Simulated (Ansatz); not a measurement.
System: CuCl (zinc blende type), 2 atoms in the cell.

The calculation used PBE, all-electron LAPW, point nucleus in Ansatz 0.2.0 development build.

k-mesh 8×8×8 Γ-centred; Fermi–Dirac smearing of 0.1 eV; no spin polarisation.

```yaml
crystal:
  lattice:
    - [0.00000, 2.71000, 2.71000]
    - [2.71000, 0.00000, 2.71000]
    - [2.71000, 2.71000, 0.00000]
  atoms:
    - { symbol: Cu, position: [0.00000, 0.00000, 0.00000] }
    - { symbol: Cl, position: [0.25000, 0.25000, 0.25000] }
```
Lattice in Å, positions in fractions of it.

What pressure does the calculation give?

The pressure is 0.15 GPa, so at these settings the cell is compressed and would expand.
